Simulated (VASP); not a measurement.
# BP (F-43m) in VASP: further runs

Runs on BP. Level: PBE. Tasks: G0W0 quasiparticle levels.

Program: VASP 6.6.1. These are calculated values, not measurements. Logs are shortened: lines on timing, memory, paths and dates and some standing lists are left out, and cuts for length are marked.

## Step 1: The structure

The structure is cubic, space group F-43m (No. 216). Conventional cell: a = 4.538 Å, b = 4.538 Å, c = 4.538 Å, α = 90.00°, β = 90.00°, γ = 90.00°. P (site symmetry -43m) is surrounded by 4 B at 1.97 Å. B (site symmetry -43m) has 4 P at 1.97 Å as nearest neighbours.

## Step 2: G0W0 quasiparticle levels, PBE

POSCAR reads:

```
BP
1.0
    0.0000000000      2.2690000000      2.2690000000
    2.2690000000      0.0000000000      2.2690000000
    2.2690000000      2.2690000000      0.0000000000
P B
1 1
Direct
    0.7500000000      0.7500000000      0.7500000000
    0.0000000000      0.0000000000      0.0000000000
```

INCAR.step1 reads:

```
PREC = Accurate ; ENCUT = 450
EDIFF = 1E-8 ; ISMEAR = 0
SIGMA = 0.01 ; LREAL = False
LASPH = True ; NELM = 80
ALGO = Normal ; LWAVE = True
LCHARG = False ; GGA = PE
```

INCAR.step2 reads:

```
PREC = Accurate ; ENCUT = 450
EDIFF = 1E-8 ; ISMEAR = 0
SIGMA = 0.01 ; LREAL = False
LASPH = True ; NELM = 1
ALGO = Exact ; LWAVE = True
LCHARG = False ; GGA = PE
NBANDS = 144 ; LOPTICS = True
ISTART = 1
```

INCAR.step3 reads:

```
PREC = Accurate ; ENCUT = 450
EDIFF = 1E-8 ; ISMEAR = 0
SIGMA = 0.01 ; LREAL = False
LASPH = True ; ALGO = EVGW0
LWAVE = False ; LCHARG = False
GGA = PE ; NELMGW = 1
NBANDS = 144 ; ENCUTGW = 260
NOMEGA = 48 ; PRECFOCK = Fast
ISTART = 1 ; NBANDSGW = 12
```

KPOINTS reads:

```
Automatic mesh
0
Gamma
  5 5 5
```

Potentials or basis: VASP PAW PBE potentials, release 64 (P_GW, B_GW).

Command:

```
$ cat potpaw_PBE.64/P_GW/POTCAR potpaw_PBE.64/B_GW/POTCAR > POTCAR
$ cp INCAR.step1 INCAR
$ mpirun -np 1 vasp_std > vasp.out
$ cp INCAR.step2 INCAR
$ mpirun -np 1 vasp_std > vasp.out
$ cp INCAR.step3 INCAR
$ mpirun -np 1 vasp_std > vasp.out
```

OUTCAR:

```text
PREC = Accurate
   ENCUT = 450
   EDIFF = 1E-8
   ISMEAR = 0
   LREAL = False
   LASPH = True
   GGA = PE
   NELMGW = 1
   ENCUTGW = 260
   PRECFOCK = Fast
   ISTART = 1

 Found     10 irreducible k-points:

 Following reciprocal coordinates:
            Coordinates               Weight
  0.000000  0.000000  0.000000      1.000000
  0.200000  0.000000  0.000000      8.000000
  0.400000  0.000000  0.000000      8.000000
  0.200000  0.200000  0.000000      6.000000
  0.400000  0.200000  0.000000     24.000000
 -0.400000  0.200000  0.000000     24.000000
   k-points           NKPTS =     10   k-points in BZ     NKDIM =    125   number of bands    NBANDS=    144
   number of dos      NEDOS =    301   number of ions     NIONS =      2
   total plane-waves  NPLWV =  13824
   dimension x,y,z NGX =    24 NGY =   24 NGZ =   24
   dimension x,y,z NGXF=    48 NGYF=   48 NGZF=   48
   ions per type =               1   1
   NGX,Y,Z   is equivalent  to a cutoff of  12.43, 12.43, 12.43 a.u.
   NGXF,Y,Z  is equivalent  to a cutoff of  24.87, 24.87, 24.87 a.u.
 SYSTEM =  unknown system
   PREC   = accura    normal or accurate (medium, high low for compatibility)
   ISTART =      1    job   : 0-new  1-cont  2-samecut
   ICHARG =      0    charge: 1-file 2-atom 10-const
   ISPIN  =      1    spin polarized calculation?
   LNONCOLLINEAR =      F non collinear calculations
   LSORBIT =      F    spin-orbit coupling
   LASPH  =      T    aspherical Exc in radial PAW
   ENCUT  =  450.0 eV  33.07 Ry    5.75 a.u.   5.55  5.55  5.55*2*pi/ulx,y,z
   NELM   =     60;   NELMIN=  2; NELMDL=  0     # of ELM steps
   EDIFF  = 0.1E-07   stopping-criterion for ELM
   LREAL  =      F    real-space projection
   EDIFFG = 0.1E-06   stopping-criterion for IOM
   NSW    =      0    number of steps for IOM
   IBRION =     -1    ionic relax: 0-MD 1-quasi-New 2-CG
   NFREE  =      0    steps in history (QN), initial steepest desc. (CG)
   ISIF   =      0    stress and relaxation
   ISYM   =      3    0-nonsym 1-usesym 2-fastsym
   POTIM  = 0.5000    time-step for ionic-motion
   TEBEG  =    0.0;   TEEND  =   0.0 temperature during run
   PSTRESS=    0.0 pullay stress
   NELECT =       8.0000    total number of electrons
   NUPDOWN=      -1.0000    fix difference up-down
   EMIN   =  10.00;   EMAX   =-10.00  energy-range for DOS
   EFERMI =   0.00;   METHOD = LEGACY
   ISMEAR =     0;   SIGMA  =   0.01  broadening in eV -4-tet -1-fermi 0-gaus
   EFERMI_NEDOS =   21; number of points for ismear=-14 and -15
   IALGO  =     38    algorithm
   IMIX   =      4    mixing-type and parameters
     AMIX     =   0.40;   BMIX     =  1.00
     AMIX_MAG =   1.60;   BMIX_MAG =  1.00
  volume/ion in A,a.u.               =      11.68        78.83
  Fermi-wavevector in a.u.,A,eV,Ry     =   1.145320  2.164342 17.847562  1.311759
  Thomas-Fermi vector in A             =   2.282009
   LORBIT       =      0    0 simple, 1 ext, 2 COOP (PROOUT), +10 PAW based schemes
   GGA     = PE    functional components
   LHFCALC =     T    Hartree Fock is set to
   PRECFOCK=fast      Normal, Fast or Accurate (Low or Medium for compatibility)
   ENCUT4O =  -1.0   cutoff for four orbital integrals eV
   NKREDX  =     1    reduce k-point grid by
   NKREDY  =     1    reduce k-point grid by
   NKREDZ  =     1    reduce k-point grid by
   AEXX    =    1.0000 exact exchange contribution
   HFSCREEN=    0.0000 screening length (either q_TF or 0.3 A-1)
   HFSCREENC=   0.0000 screening length for correlation (either q_TF or 0.3 A-1)
   ENCUTFOCK=  -1.0 apply spherical cutoff to Coloumb kernel
   IVDW    =     0    specifies the selected vdW correction
   LEPSILON=     F    determine dielectric tensor
   LRPA    =     F    only Hartree local field effects (RPA)
   LRPAFORCE           =     F    calculate RPA forces
   ENCUTGW             = 260.0    cutoff for response function in eV
   ENCUTGWSOFT         = 208.0    soft cutoff for Coulomb kernel in GW response function in eV
   ENCUTLF             =  -1.0    cutoff for local field effects
   NELMGW              =     1    number of iterations in solving QP/BSE equation
   NELMHF              =     1    number of iterations in the inner HF iteration
   NKREDLFX            =     1    NKREDLFY  =   1   NKREDLFZ  =   1
 non-spin polarized calculation
 Gauss-broadening in eV      SIGMA  =   0.01
  energy-cutoff  :      450.00
  volume of cell :       23.36
 maximum number of plane-waves:       531
 NGX is ok and might be reduce to    24
  NGX = 14; NGY = 14; NGZ = 14
   NGX = 11   NGY = 11   NGZ = 11
 maximum number of plane-waves:       229

 QP shifts <psi_nk| G(iteration)W_0 |psi_nk>: iteration 1
 for sc-GW calculations column KS-energies equals QP-energies in previous step
 and V_xc(KS)=  KS-energies - (<T + V_ion + V_H > + <T+V_H+V_ion>^1  + <V_x>^1)

 k-point   1 :       0.0000    0.0000    0.0000
  band No.  KS-energies  QP-energies   sigma(KS)   V_xc(KS)     V^pw_x(r,r')   Z            occupation Imag(sigma)

      1      -8.3189      -9.2337     -13.3618     -12.0579     -20.4765       0.7016       2.0000       1.3338
      2       7.1466       6.4966     -14.1351     -13.3070     -15.0360       0.7849       2.0000       0.0345
      3       7.1466       6.4966     -14.1351     -13.3070     -15.0360       0.7849       2.0000       0.0345
      4       7.1466       6.4966     -14.1351     -13.3070     -15.0360       0.7849       2.0000       0.0345
      5      10.5455      10.8391     -11.7004     -12.0759      -7.0710       0.7818       0.0000      -0.0992
      6      10.5455      10.8391     -11.7004     -12.0759      -7.0710       0.7818       0.0000      -0.0992
      7      10.5455      10.8391     -11.7004     -12.0759      -7.0710       0.7818       0.0000      -0.0992
      8      14.5222      14.7862     -12.4084     -12.7596      -6.1785       0.7517       0.0000      -0.1906
      9      18.6677      18.5373      -9.6157      -9.4482      -3.3479       0.7784       0.0000      -0.3594
     10      19.1618      19.5624     -11.2375     -11.7576      -4.9638       0.7703       0.0000      -0.3057
     11      19.1618      19.5624     -11.2375     -11.7576      -4.9638       0.7703       0.0000      -0.3057
     12      22.8253      22.9173      -9.8195      -9.9387      -2.8100       0.7715       0.0000      -0.7784

 k-point   2 :       0.2000    0.0000    0.0000
  band No.  KS-energies  QP-energies   sigma(KS)   V_xc(KS)     V^pw_x(r,r')   Z            occupation Imag(sigma)

      1      -7.6050      -8.5088     -13.3935     -12.1192     -20.2625       0.7093       2.0000       1.2320
      2       3.5020       2.7147     -13.6139     -12.5796     -15.7274       0.7611       2.0000       0.0686
      3       6.2931       5.6215     -13.9517     -13.0909     -15.0885       0.7802       2.0000       0.0363
      4       6.2931       5.6215     -13.9517     -13.0909     -15.0885       0.7802       2.0000       0.0363
      5      11.1756      11.4047     -11.8544     -12.1489      -6.9691       0.7781       0.0000      -0.1060
      6      11.6706      11.9921     -11.7973     -12.2125      -6.8211       0.7743       0.0000      -0.1102
      7      11.6706      11.9921     -11.7973     -12.2125      -6.8211       0.7743       0.0000      -0.1102
      8      16.2221      16.4964     -12.0764     -12.4453      -5.4777       0.7438       0.0000      -0.2611
      9      17.9184      18.2063     -10.7630     -11.1342      -4.6882       0.7755       0.0000      -0.2872
     10      17.9184      18.2063     -10.7630     -11.1342      -4.6882       0.7755       0.0000      -0.2872
     11      20.0930      20.0541      -9.8807      -9.8305      -3.3142       0.7747       0.0000      -0.4512
     12      22.6175      22.6333     -10.1049     -10.1254      -3.1154       0.7695       0.0000      -0.6370

 k-point   3 :       0.4000    0.0000    0.0000
  band No.  KS-energies  QP-energies   sigma(KS)   V_xc(KS)     V^pw_x(r,r')   Z            occupation Imag(sigma)

      1      -5.6799      -6.5495     -13.5954     -12.3888     -19.7710       0.7207       2.0000       0.9441
      2      -0.8806      -1.7367     -13.1921     -12.0107     -17.2626       0.7246       2.0000       0.2854
      3       5.4941       4.7672     -13.9754     -13.0373     -15.4784       0.7748       2.0000       0.0421
      4       5.4941       4.7672     -13.9754     -13.0373     -15.4784       0.7748       2.0000       0.0421
      5      10.9647      11.1520     -11.8584     -12.0989      -6.8911       0.7793       0.0000      -0.1090
      6      11.9254      12.2445     -11.2748     -11.6845      -6.1897       0.7788       0.0000      -0.1185
      7      11.9254      12.2445     -11.2748     -11.6845      -6.1897       0.7788       0.0000      -0.1185
      8      17.3179      17.4380     -10.2923     -10.4514      -3.6386       0.7551       0.0000      -0.3293
      9      20.1633      20.4740     -11.2733     -11.6797      -4.4055       0.7645       0.0000      -0.4844
     10      20.1633      20.4740     -11.2733     -11.6797      -4.4055       0.7645       0.0000      -0.4844
     11      21.2528      21.3625     -10.7545     -10.8986      -3.7607       0.7613       0.0000      -0.5115
     12      25.2402      25.4842     -11.6548     -11.9840      -3.6195       0.7413       0.0000      -0.8785

 k-point   4 :       0.2000    0.2000    0.0000
  band No.  KS-energies  QP-energies   sigma(KS)   V_xc(KS)     V^pw_x(r,r')   Z            occupation Imag(sigma)

      1      -7.3645      -8.2663     -13.4036     -12.1371     -20.1856       0.7121       2.0000       1.1965
      2       4.5353       3.7433     -14.1996     -13.1650     -16.0332       0.7655       2.0000       0.0580
      3       4.9899       4.2693     -13.6679     -12.7358     -15.2257       0.7731       2.0000       0.0431
      4       4.9899       4.2693     -13.6679     -12.7358     -15.2257       0.7731       2.0000       0.0431
      5       9.3188       9.5067     -11.2347     -11.4727      -6.8533       0.7892       0.0000      -0.0964
      6      13.2612      13.4667     -10.6476     -10.9119      -5.2035       0.7771       0.0000      -0.1446
      7      13.7316      14.0998     -12.1513     -12.6346      -6.5503       0.7620       0.0000      -0.1469
      8      13.7316      14.0998     -12.1513     -12.6346      -6.5503       0.7620       0.0000      -0.1469
      9      18.3008      18.5805     -12.1049     -12.4768      -5.3418       0.7521       0.0000      -0.3604
     10      20.1735      20.5787     -11.2751     -11.8024      -4.7217       0.7684       0.0000      -0.4014
     11      21.3900      21.4305     -10.1716     -10.2243      -3.3718       0.7691       0.0000      -0.5115
     12      24.6650      24.7504     -10.1420     -10.2532      -2.7925       0.7684       0.0000      -0.8942

 k-point   5 :       0.4000    0.2000    0.0000
  band No.  KS-energies  QP-energies   sigma(KS)   V_xc(KS)     V^pw_x(r,r')   Z            occupation Imag(sigma)

      1      -5.7918      -6.6596     -13.5218     -12.3158     -19.7354       0.7196       2.0000       0.9544
      2       0.7345      -0.1232     -13.6021     -12.4351     -16.9983       0.7350       2.0000       0.1737
      3       3.7292       2.9472     -13.6147     -12.5904     -15.6085       0.7634       2.0000       0.0599
      4       4.2574       3.4924     -13.6778     -12.6802     -15.5651       0.7669       2.0000       0.0508
      5       9.9228      10.0988     -11.0312     -11.2541      -6.4333       0.7896       0.0000      -0.1030
      6      13.1799      13.3966     -10.8664     -11.1449      -5.4770       0.7782       0.0000      -0.1427
      7      14.4259      14.7497     -12.0683     -12.4952      -6.1691       0.7587       0.0000      -0.1754
      8      14.6125      14.9891     -11.7731     -12.2684      -5.8848       0.7605       0.0000      -0.1792
      9      20.4236      20.7329     -11.5577     -11.9710      -4.1691       0.7485       0.0000      -0.5434
     10      21.6712      22.0551     -11.4381     -11.9411      -4.2768       0.7632       0.0000      -0.5879
     11      22.8357      22.9923     -10.9286     -11.1345      -3.6976       0.7606       0.0000      -0.6433
     12      25.4367      25.5420     -10.6442     -10.7841      -3.1239       0.7534       0.0000      -0.8126

 k-point   6 :      -0.4000    0.2000    0.0000
  band No.  KS-energies  QP-energies   sigma(KS)   V_xc(KS)     V^pw_x(r,r')   Z            occupation Imag(sigma)

      1      -4.5287      -5.3749     -13.7940     -12.6216     -19.5210       0.7217       2.0000       0.7669
      2      -1.2465      -2.1133     -13.1858     -11.9851     -17.4442       0.7219       2.0000       0.3170
      3       2.6054       1.7893     -13.4516     -12.3692     -15.9043       0.7540       2.0000       0.0837
      4       4.6583       3.9018     -13.7953     -12.8114     -15.5621       0.7689       2.0000       0.0474
      5      10.4688      10.6622     -10.9316     -11.1771      -6.1687       0.7880       0.0000      -0.1074
      6      13.7764      14.1396     -11.4857     -11.9605      -5.7816       0.7650       0.0000      -0.1593
      7      14.1187      14.3754     -11.8300     -12.1656      -6.1283       0.7649       0.0000      -0.1615
      8      17.3006      17.6526     -11.6027     -12.0751      -4.7380       0.7453       0.0000      -0.3314
      9      18.6029      18.8419     -11.3212     -11.6378      -4.5675       0.7550       0.0000      -0.3730
     10      19.4587      19.7499     -11.2239     -11.6036      -4.5568       0.7669       0.0000      -0.4213
     11      23.8643      23.8809     -10.0031     -10.0248      -3.0005       0.7657       0.0000      -0.6675
     12      25.7596      26.1244     -12.0956     -12.5911      -3.7352       0.7363       0.0000      -0.9763

 [... further k-points ...]
```

Run time: 3.2 min. Hardware: 1 thread of Intel Xeon Platinum 8375C at 2.90GHz (Ice Lake), shared host; peak memory 0.4 GiB.

These settings aren't checked as converged: the numbers below hold their error.

What came out:

```yaml
Band_gap_on_the_k_mesh_mean-field_level: 1.24 eV, indirect (least direct gap 3.40 eV)
Quasiparticle_gap: 1.97 eV
Least_direct_quasiparticle_gap: 4.34 eV
```

Caveat: the k mesh is coarse (spacing up to 0.48 Å⁻¹), so the values aren't converged; bands, screening cutoff and mesh are small and nothing is extrapolated, so the quasiparticle values aren't converged; an odd mesh through Γ misses points on the zone boundary, where band edges often lie.

(Part 1 of 3 ends here.)
